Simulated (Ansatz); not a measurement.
# BN (P6_3/mmc): the G0W0 gap against the k mesh

How dense a mesh does GW need for BN (P6_3/mmc), and how does the time grow?

Main program and level: Ansatz 0.2.0; G0W0 on PBE, plane waves, PAW; PAW set soft_1.

**1. Starting point**

It takes space group P6_3/mmc (No. 194, hexagonal). Conventional cell: a = 2.504 Å, b = 2.504 Å, c = 6.661 Å, α = 90.00°, β = 90.00°, γ = 120.00°. B has 3 N at 1.45 Å nearest. N has 3 B at 1.45 Å nearest. Farther neighbours and most contacts between anions are not listed.

The cell and positions come from the Crystallography Open Database and are kept as given unless a step says otherwise.

**2. The 6×6×2 mesh**

Now the one-shot GW correction: screening in the RPA, then the self-energy of the levels asked for. This step takes PAW set soft_1 files.

The input, input.yaml:

```yaml
crystal:
  lattice:
    - [2.50399, 0.0, 0.0]
    - [-1.251995, 2.1685189508, 0.0]
    - [0.0, 0.0, 6.6612]
  atoms:
    - { symbol: B, position: [0.3333333333, 0.6666666667, 0.25] }
    - { symbol: B, position: [0.6666666667, 0.3333333333, 0.75] }
    - { symbol: "N", position: [0.3333333333, 0.6666666667, 0.75] }
    - { symbol: "N", position: [0.6666666667, 0.3333333333, 0.25] }
kpoints:
  mp_grid: { grid: [6, 6, 2] }
hamiltonian:
  xc: pbe
  pseudopotentials: { kind: paw, azcp: { folder: soft_1 } }
scf:
  occupations: { method: fixed }
gw:
  n_empty_bands: 82
  ecut_chi: 100
  qp_bands: [v2, c2]
  qp_kpoints: band_edges
  screening: { model: contour_deformation }
```

Run with:

```sh
ansatz run input.yaml --threads 3 --pin off --max-ram 92160MiB --backend cuda --events-out ev --progress --plain --runs-dir out --devices 1 --max-vram 13GiB
```

Numbers of over 12 decimals in the logs are rounded to 6 here.

The program printed:

```text
GPUs: using 1 of 1 available (devices: 1).
Engine: ansatz 0.2.0, x86_64-unknown-linux-gnu
Pseudopotentials: kind: paw
Pseudopotential: B, paw, valence charge 3, recommended cutoff 420 eV (normal), soft_1/B.paw.azcp
Pseudopotential: N, paw, valence charge 5, recommended cutoff 420 eV (normal), soft_1/N.paw.azcp
Functional definition: PBE
  parameter kappa = 0.804
  parameter beta = 0.066725
  exchange = pbe_x(kappa = kappa, mu = beta*pi^2/3)
  correlation = pbe_c(beta = beta)
device memory: the entry about to start is reckoned to put 0.7 GiB on a device that reports 43.7 GiB free (of which the cap on the GPU budget leaves the run 13.0 GiB)
GPU FFT provider: cuFFT
GPU libraries: cuBLAS 13.8.2, cuFFT 12.4.0, cuSOLVER 12.3.4
Crystal: 4 atoms, lattice volume = 36.170 Å³
Basis set: ecut = 420 eV, 713 PW (Γ)
Bands: 12, of which v1, the nominal top of the filled ones, is band 8 counted from 1 (7 counted from 0)
Symmetry: 24 space group operations
Space group: P63/mmc (ITA 194), of the structure as read, at distance tolerance 3.3e-5 Å
k-points: 14 of 72
Non-local potential: B, projectors of the file, l = 0: 2, l = 1: 2, l = 2: 1
Non-local potential: N, projectors of the file, l = 0: 2, l = 1: 2, l = 2: 1
PAW form: soft (Blöchl's): semilocal exchange-correlation on the pseudo side does not see the compensation charge
PAW one-centre angular grid: B, 110 points (default); XC on 64 Gauss nodes
PAW one-centre angular grid: N, 110 points (default); XC on 64 Gauss nodes
Initial density: superposition of atomic densities (chi_scale 0.1, normalization cell, long waves kept (reshape's long-wave potential 0.01 eV rms))
Initial wavefunctions: pseudopotential atomic-orbital guess
GPU buffer pool allocated for 14580 grid points (all kernels)
GPU transforms: local potential and band sums: pruned to the plane-wave sphere, on 18×18×45
Functional: x = pbe(κ = 0.804, μ = 0.219515), c = pbe(β = 0.066725)
SCF iter   1: F=—  HF=-1087.496595 eV  |F-HF|=—  |Δ(HF+E_count)|=         —  Δρ=1.46e-1  dr2=7.61e0  ethr=3.10e-3  ⟨swp⟩=4.9  Hψ=899  notcnv=0  defer=19
preconditioner: auto → none  [insulator: Δε(μ)=5.807 eV  Ē_g=17.019 eV  n_scr=4 (ndim 8)  ℏωp=24.7 eV  f_vac=0.000  ε∞_Penn≈3.1]
SCF iter   2: F=—  HF=-1085.077984 eV  |F-HF|=—  |Δ(HF+E_count)|=    2.42e0  Δρ=6.93e-2  dr2=9.39e-1  ethr=3.10e-3  ⟨swp⟩=3.1  Hψ=480  notcnv=0  defer=26
SCF iter   3: F=—  HF=-1084.834589 eV  |F-HF|=—  |Δ(HF+E_count)|=   2.43e-1  Δρ=2.31e-2  dr2=1.09e-1  ethr=3.10e-3  ⟨swp⟩=2.4  Hψ=354  notcnv=0  defer=26
SCF iter   4: F=—  HF=-1084.822668 eV  |F-HF|=—  |Δ(HF+E_count)|=   1.19e-2  Δρ=8.49e-3  dr2=1.47e-2  ethr=6.84e-4  ⟨swp⟩=2.0  Hψ=244  notcnv=0  defer=28
SCF iter   5: F=—  HF=-1084.822166 eV  |F-HF|=—  |Δ(HF+E_count)|=   5.02e-4  Δρ=1.28e-3  dr2=2.93e-4  ethr=9.18e-5  ⟨swp⟩=2.8  Hψ=300  notcnv=0  defer=28
SCF iter   6: F=—  HF=-1084.822249 eV  |F-HF|=—  |Δ(HF+E_count)|=   8.31e-5  Δρ=1.50e-4  dr2=5.14e-6  ethr=1.83e-6  ⟨swp⟩=2.7  Hψ=292  notcnv=0  defer=28
SCF iter   7: F=-1084.822249 eV  HF=-1084.822249 eV  |F-HF|=3.28e-9  |Δ(HF+E_count)|=   3.99e-7  Δρ=8.95e-6  dr2=2.15e-8  ethr=6.25e-10  ⟨swp⟩=3.2  Hψ=838  notcnv=0
SCF 1 converged in 7 iterations: F = -1084.822249 eV  dr2 = 2.15e-8
[...]
device memory: the entry about to start is reckoned to put 1.1 GiB on a device that reports 43.6 GiB free (of which the cap on the GPU budget leaves the run 13.0 GiB)
NSCF: frozen V_eff on 14 k-points
[...]
device memory: the entry about to start is reckoned to put 1.4 GiB on a device that reports 43.7 GiB free (of which the cap on the GPU budget leaves the run 13.0 GiB)
NSCF: frozen V_eff on 14 k-points
G₀W₀ screening: q 1/14
[... further progress lines ...]
SCF converged after 7 iterations
Free energy (F): -1084.822249 eV
Harris-Foulkes:  -1084.822249 eV  (|F-HF|=3.28e-9)
Internal energy: -1084.822249 eV  (E = F + TS)
E sigma→0 (E₀):  -1084.822249 eV
Fermi energy:    4.704813 eV
--- Per-component energies (eV) ---
  E_band       = -38.569375
  E_kinetic    = 362.983039
  E_local      = -662.869667  (includes V_loc(G=0)·N_el)
  E_nonlocal   = 86.207463
  E_hartree    = 224.834999
  E_xc         = -184.029826
  E_vxc        = -226.981303  (∫ρ·V_xc dr)
  E_paw        = -414.074879  (= ΣΔE_a)
  E_vpaw       = -47.578692  (= ΣTr[D̂ρ^β])
  E_aug_tail   = 0.001845  (compensation charges beyond the density's cutoff)
  E_ewald      = -497.875223
  E_smearing   = -0.000000  (= −TS)
  E_closure    = -0.000000  (closes the sum)
  Σ components = -1084.822249   (vs F -1084.822249, Δ=0.00e0)
--- Band table (eV; the first three rows and the last of 14) ---
  k-point 0: bands = [... 4 lower, 3.3776, 3.3776, 3.4129, 3.4129, 9.9485, 14.9871, 16.2809, 16.2809]
  k-point 1: bands = [... 4 lower, 3.3954, 3.3954, 3.3954, 3.3954, 12.2952, 12.2952, 16.3404, 16.3404]
  k-point 2: bands = [... 4 lower, 1.4031, 1.4412, 2.4825, 2.5302, 10.8481, 14.5043, 15.7085, 15.8465]
  k-point 13: bands = [... 4 lower, -2.4420, -2.4420, 4.7048, 4.7048, 9.3480, 9.3480, 16.7265, 16.7265]
--- G₀W₀: contour deformation, 6 samples at zero and on the imaginary axis and 1 off it, 72 q-points, 82 empty bands' worth ---
  eigenvalues of the whole cell's RPA ε∞ on this k-mesh (on a slab, of 1 + 4πα/V) = 2.5244, 4.5615, 4.5615; static W/v taken at q = 0 is 0.261481
  bands read: the sum over 90 bands ends inside a degenerate multiplet in 2 slots, whose members it reads at an even weight; the widest, k=1: bands 89 to 92 (counted from 1) at 2/4 each
  gw.qp_kpoints: band_edges: 9 of 14 stored k-points solved, in 1 pass; an edge of the gap read off the rows below is read off those points alone
    valence top: of the k-points left out ik 11 came nearest to being solved in a further pass, in band 7 (counted from 1, as in the quasiparticle table): it holds the edge there only if its correction is more favourable than any solved in that band by at least 1.078 eV; those differ by 0.261 eV
    conduction bottom: of the k-points left out ik 11 came nearest to being solved in a further pass, in band 9 (counted from 1, as in the quasiparticle table): it holds the edge there only if its correction is more favourable than any solved in that band by at least 0.709 eV; those differ by 0.647 eV
    ik  band        ε_KS         Σx   Σc(E_QP)       V_xc       Z   E_QP_lin       E_QP  E_QP is
     0     7      3.4129   -23.6748     3.6232   -19.2167  0.7953     2.5705     2.5780  root
     0     8      3.4129   -23.6748     3.6232   -19.2167  0.7953     2.5705     2.5780  root
     0     9      9.9485    -4.9253    -3.9155    -9.1465  0.8385    10.2550    10.2541  root
     0    10     14.9871    -7.8140    -5.3716   -14.3601  0.7595    16.1965    16.1615  root
     1     7      3.3954   -23.6597     3.6278   -19.1922  0.7952     2.5480     2.5557  root
     1     8      3.3954   -23.6597     3.6278   -19.1922  0.7952     2.5480     2.5557  root
     1     9     12.2952    -6.3480    -4.3487   -11.3796  0.8149    12.9838    12.9781  root
     1    10     12.2952    -6.3480    -4.3487   -11.3796  0.8149    12.9838    12.9781  root
     2     7      2.4825   -23.4466     3.8084   -18.7194  0.7893     1.5536     1.5638  root
     2     8      2.5302   -23.4897     3.7984   -18.7828  0.7896     1.6118     1.6217  root
     2     9     10.8481    -4.8427    -3.9944    -9.1859  0.8353    11.1980    11.1969  root
     2    10     14.5043    -8.3500    -5.4315   -15.0456  0.7620    15.8211    15.7684  root
     3     7      2.5063   -23.4681     3.8035   -18.7508  0.7894     1.5825     1.5925  root
     3     8      2.5063   -23.4681     3.8035   -18.7508  0.7894     1.5825     1.5925  root
[...]
12    10      9.5569    -6.5534    -4.5600   -12.0659  0.8066    10.5196    10.5095  root
    13     7      4.7048   -20.6647     2.7820   -17.1994  0.7858     4.0165     4.0215  root
    13     8      4.7048   -20.6647     2.7820   -17.1994  0.7858     4.0165     4.0215  root
    13     9      9.3480    -6.1277    -4.5251   -11.5481  0.8102    10.2519    10.2434  root
    13    10      9.3480    -6.1277    -4.5251   -11.5481  0.8102    10.2519    10.2434  root
```

Run time: 6.4 s. Hardware: 1 × NVIDIA H100 80GB HBM3 (shared by 6 runs) with 3 threads of AMD EPYC 7R13 (Zen 3), shared host; peak memory 1 GiB.

This step gave:

```yaml
bands_summed: 90
rpa_eps_infinity_on_this_mesh_eigenvalues: 2.524, 4.562, 4.562
plane_waves_in_the_screening_matrix: 83
q_points_in_the_mesh: 72
g0w0_gap_on_the_mesh: 5.721 eV
k_of_the_valence_top: 0.3333, 0.3333, -0.5
k_of_the_conduction_bottom: 0, -0.5, 0
starting_gap_on_the_mesh: 4.285 eV
z_at_the_valence_top: 0.7858
z_at_the_conduction_bottom: 0.8199
least_direct_g0w0_gap_on_the_computed_points: 6.211 eV
```

The gap on the mesh goes from 4.28 eV to 5.72 eV, a correction of +1.44 eV. Between the two edge states, bare exchange in place of the xc potential would open the gap by 8.49 eV, and correlation takes back 7.06 eV.

**3. The 9×9×2 mesh**

A second mesh at equal bands and cutoff isolates the sampling error.

input.yaml: that of step 2 with these lines changed.

```diff
@@ -11,3 +11,3 @@
 kpoints:
-  mp_grid: { grid: [6, 6, 2] }
+  mp_grid: { grid: [9, 9, 2] }
 hamiltonian:
```

The program printed:

```text
GPUs: using 1 of 1 available (devices: 1).
[...]
GPU FFT provider: cuFFT
GPU libraries: cuBLAS 13.8.2, cuFFT 12.4.0, cuSOLVER 12.3.4
Crystal: 4 atoms, lattice volume = 36.170 Å³
Basis set: ecut = 420 eV, 713 PW (Γ)
Bands: 12, of which v1, the nominal top of the filled ones, is band 8 counted from 1 (7 counted from 0)
[... 1 set-up line as in the run before ...]
[...]
k-points: 24 of 162
[...]
GPU buffer pool allocated for 14580 grid points (all kernels)
[...]
SCF iter   1: F=—  HF=-1087.497042 eV  |F-HF|=—  |Δ(HF+E_count)|=         —  Δρ=1.46e-1  dr2=7.61e0  ethr=3.10e-3  ⟨swp⟩=4.8  Hψ=1563  notcnv=0  defer=34
[...]
SCF iter   7: F=-1084.822846 eV  HF=-1084.822846 eV  |F-HF|=7.07e-9  |Δ(HF+E_count)|=   1.04e-6  Δρ=5.72e-6  dr2=7.97e-9  ethr=6.25e-10  ⟨swp⟩=3.4  Hψ=1511  notcnv=0
SCF 1 converged in 7 iterations: F = -1084.822846 eV  dr2 = 7.97e-9
[...]
0     7      3.4127   -23.6353     3.5948   -19.2165  0.7961     2.5815     2.5887  root
     0     8      3.4127   -23.6353     3.5948   -19.2165  0.7961     2.5815     2.5887  root
     0     9      9.9486    -4.9328    -3.9012    -9.1464  0.8393    10.2618    10.2609  root
     0    10     14.9873    -7.8154    -5.3700   -14.3603  0.7594    16.1953    16.1623  root
     1     7      3.3952   -23.6211     3.6002   -19.1919  0.7960     2.5590     2.5662  root
     1     8      3.3952   -23.6211     3.6002   -19.1919  0.7960     2.5590     2.5662  root
     1     9     12.2954    -6.3539    -4.3392   -11.3795  0.8154    12.9874    12.9818  root
     1    10     12.2954    -6.3539    -4.3392   -11.3795  0.8154    12.9874    12.9818  root
[...]
23     7      4.7050   -20.6129     2.7395   -17.1997  0.7865     4.0265     4.0313  root
    23     8      4.7050   -20.6129     2.7395   -17.1997  0.7865     4.0265     4.0313  root
    23     9      9.3479    -6.1733    -4.4878   -11.5480  0.8109    10.2430    10.2348  root
    23    10      9.3479    -6.1733    -4.4878   -11.5480  0.8109    10.2430    10.2348  root
[key lines of the parts left out:]
SCF converged after 7 iterations
Free energy (F): -1084.822846 eV
Fermi energy:    4.705022 eV
```

Run time: 26 s. Hardware: 1 × NVIDIA H100 80GB HBM3 (shared by 6 runs) with 3 threads; peak memory 1.1 GiB.

This step gave:

```
bands summed                                 : 90
RPA ε∞ on this mesh (eigenvalues)            : 2.523, 4.576, 4.576
plane waves in the screening matrix          : 83
q-points in the mesh                         : 162
G0W0 gap on the mesh                         : 5.853 eV
k of the valence top                         : 0.3333, 0.3333, -0.5
k of the conduction bottom                   : 0.1111, 0.4444, 0
starting gap on the mesh                     : 4.400 eV
Z at the valence top                         : 0.7865
Z at the conduction bottom                   : 0.8186
least direct G0W0 gap on the computed points : 6.198 eV
```

Against the run with 6×6×2 mesh, 82 empty bands, screening to 100 eV, PAW set soft_1 files, the gap moves by +0.13 eV, while the start moved by +0.12 eV. A band edge is found at another k point on this mesh.

**4. The 9×9×4 mesh**

input.yaml: that of step 3 with these lines changed.

```diff
@@ -11,3 +11,3 @@
 kpoints:
-  mp_grid: { grid: [9, 9, 2] }
+  mp_grid: { grid: [9, 9, 4] }
 hamiltonian:
```

The program printed:

```text
GPUs: using 1 of 1 available (devices: 1).
[...]
GPU FFT provider: cuFFT
GPU libraries: cuBLAS 13.8.2, cuFFT 12.4.0, cuSOLVER 12.3.4
Crystal: 4 atoms, lattice volume = 36.170 Å³
Basis set: ecut = 420 eV, 713 PW (Γ)
Bands: 12, of which v1, the nominal top of the filled ones, is band 8 counted from 1 (7 counted from 0)
[... 1 set-up line as in the run before ...]
[...]
k-points: 36 of 324
[...]
2    10     12.2946    -6.3573    -4.3395   -11.3802  0.8151    12.9837    12.9781  root
[...]
35     7      4.7044   -20.6154     2.7437   -17.1997  0.7864     4.0277     4.0325  root
    35     8      4.7044   -20.6154     2.7437   -17.1997  0.7864     4.0277     4.0325  root
    35     9      9.3475    -6.1703    -4.4903   -11.5481  0.8109    10.2432    10.2350  root
    35    10      9.3475    -6.1703    -4.4903   -11.5481  0.8109    10.2432    10.2350  root
[key lines of the parts left out:]
SCF converged after 7 iterations
Free energy (F): -1084.823573 eV
Fermi energy:    4.704382 eV
```

Wall time 30 s (1 × NVIDIA H100 80GB HBM3 (shared by 6 runs) with 3 threads); peak memory 1.1 GiB.

Numbers from this step:

```
bands summed                                 : 90
RPA ε∞ on this mesh (eigenvalues)            : 2.519, 4.576, 4.576
plane waves in the screening matrix          : 83
G0W0 gap on the mesh                         : 5.853 eV
k of the valence top                         : 0.3333, 0.3333, -0.5
k of the conduction bottom                   : 0.1111, 0.4444, 0
starting gap on the mesh                     : 4.401 eV
least direct G0W0 gap on the computed points : 6.198 eV
```

Against the run with 9×9×2 mesh, 82 empty bands, screening to 100 eV, PAW set soft_1 files, the gap moves by −0.0001 eV.

**5. The 12×12×4 mesh**

input.yaml: that of step 4 with these lines changed.

```diff
@@ -11,3 +11,3 @@
 kpoints:
-  mp_grid: { grid: [9, 9, 4] }
+  mp_grid: { grid: [12, 12, 4] }
 hamiltonian:
```

The program printed:

```text
GPUs: using 1 of 1 available (devices: 1).
[...]
GPU FFT provider: cuFFT
GPU libraries: cuBLAS 13.8.2, cuFFT 12.4.0, cuSOLVER 12.3.4
Crystal: 4 atoms, lattice volume = 36.170 Å³
Basis set: ecut = 420 eV, 713 PW (Γ)
Bands: 12, of which v1, the nominal top of the filled ones, is band 8 counted from 1 (7 counted from 0)
[... 1 set-up line as in the run before ...]
[...]
k-points: 57 of 576
[...]
2    10     12.2946    -6.3582    -4.3376   -11.3802  0.8152    12.9847    12.9791  root
[...]
56     7      4.7044   -20.6045     2.7356   -17.1998  0.7866     4.0305     4.0352  root
    56     8      4.7044   -20.6045     2.7356   -17.1998  0.7866     4.0305     4.0352  root
    56     9      9.3475    -6.1796    -4.4825   -11.5480  0.8111    10.2417    10.2335  root
    56    10      9.3475    -6.1796    -4.4825   -11.5480  0.8111    10.2417    10.2335  root
[key lines of the parts left out:]
SCF converged after 7 iterations
Free energy (F): -1084.823524 eV
Fermi energy:    4.704384 eV
```

It took 46 s on 1 × NVIDIA H100 80GB HBM3 (shared by 6 runs) with 3 threads; peak memory 1.2 GiB; 72 s of CPU time.

This step gave:

| Property | Result |
| --- | --- |
| bands summed | 90 |
| RPA ε∞ on this mesh (eigenvalues) | 2.519, 4.577, 4.577 |
| plane waves in the screening matrix | 83 |
| G0W0 gap on the mesh | 5.702 eV |
| k of the valence top | 0.3333, 0.3333, -0.5 |
| k of the conduction bottom | 0, -0.5, 0 |
| starting gap on the mesh | 4.285 eV |
| least direct G0W0 gap on the computed points | 6.192 eV |

Against the run with 9×9×4 mesh, 82 empty bands, screening to 100 eV, PAW set soft_1 files, the gap moves by −0.15 eV, while the start moved by −0.12 eV. A band edge is found at another k point on this mesh.

**6. The meshes together**

Times are wall times on 1 × NVIDIA H100 80GB HBM3 (shared by 6 runs) with 3 threads of AMD EPYC 7R13 (Zen 3), shared host, good to a factor of about two.

```tsv
mesh	points	irreducible	start (eV)	G0W0 (eV)	shift (eV)	RPA ε∞ (mean)	time
6×6×2	72	14	4.285	5.721	+1.437	3.88	6.4 s
9×9×2	162	24	4.400	5.853	+1.453	3.89	26 s
9×9×4	324	36	4.401	5.853	+1.453	3.89	30 s
12×12×4	576	57	4.285	5.702	+1.417	3.89	46 s
```

**7. Outcome**

| Property | Result |
| --- | --- |
| 6×6×2 | 5.721 eV (shift +1.437) |
| 9×9×2 | 5.853 eV (shift +1.453) |
| 9×9×4 | 5.853 eV (shift +1.453) |
| 12×12×4 | 5.702 eV (shift +1.417) |
| settings | PBE start, 82 empty bands, 100 eV |

The shift is +1.44 eV on 6×6×2 and +1.42 eV on 12×12×4. On 12×12×4 the edges lie at (0.333, 0.333, 0.500) and (0.000, 0.500, 0.000), on 9×9×4 at (0.333, 0.333, 0.500) and (0.111, 0.444, 0.000), so these two shifts belong to different pairs of states. The RPA ε∞ (mean) ranges from 3.88 to 3.89 and ends at 3.89. The starting gap changes too, by 0.12 eV, since the meshes hold different points and converge the density differently. From 72 to 576 points the time grows 7.2-fold. Bands and cutoff are modest here, so the values stand off the basis limit.

[Paths, hosts, dates, memory and timing lines, banners, echoed tables and standing remarks are left out of the program output.]

[Logs are printed without paths, hosts, clocks, repeated set-up lines and the standing remarks that a program may print on its own settings, such as how far it seeks lower states.]

[Runs of the session that timed out or met a known fault of the program may be left out.]

[Cells called generated may have been cut or substituted from an entry of the Crystallography Open Database or the Materials Project.]

[Hosts, paths, dates, database ids (printed as entryN), source tags and the programs' standing remarks are cut or masked in the printed files.]
